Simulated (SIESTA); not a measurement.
**MnS in SIESTA: the effect of functional**

The system is MnS.

```
Mn S
1.0
     3.95358    0.00000    0.00000
    -1.97679    3.42390    0.00000
     0.00000    0.00000    6.34253
Mn S
2 2
Direct
  0.66667 0.33333 0.49884
  0.33333 0.66667 0.99884
  0.33333 0.66667 0.62615
  0.66667 0.33333 0.12615
```

The cell is a database's computed one.

Alike in all runs:

| Item | Value |
| --- | --- |
| Program | SIESTA 5.4.2 |
| Task | band structure |
| Basis | DZP (energy shift 0.003 Ry; two zetas on semicore shells) |
| Grid cutoff | 800 Ry |
| Energy shift | 0.003 Ry |
| k mesh | 8 × 8 × 4 |
| Occupations | fermi-dirac, width 0.05 eV |
| Spin | collinear spin, ferromagnetic start |
| Starting moments | [4.0, 4.0, 0.0, 0.0] μB |

One run gave: pressure -3.5 GPa; moment 9.65 μB; largest force 0.27 eV/Å. Which functional did it use?
A. PBEsol
B. LDA
C. BLYP

B.

| functional | potentials or basis | pressure (GPa) | moment (μB) | largest force (eV/Å) |
| --- | --- | --- | --- | --- |
| BLYP | PseudoDojo 0.4 standard (PBE files) | 6.2 | 9.76 | 0.32 |
| PBEsol | PseudoDojo 0.4 standard (PBEsol files) | 0.1 | 9.85 | 0.29 |
| LDA | PseudoDojo 0.4 standard (LDA files) | -3.5 | 9.65 | 0.27 |

Caveats: short orbitals over semicore shells can move pressures by several GPa; the basis of atomic orbitals isn't converged, which shifts pressures, moduli and gaps; only a ferromagnetic start was run, and an antiferromagnetic order may lie lower in energy; the potentials were made for another functional, which shifts forces and pressure (some runs).

Not every run made on this cell is shown here.
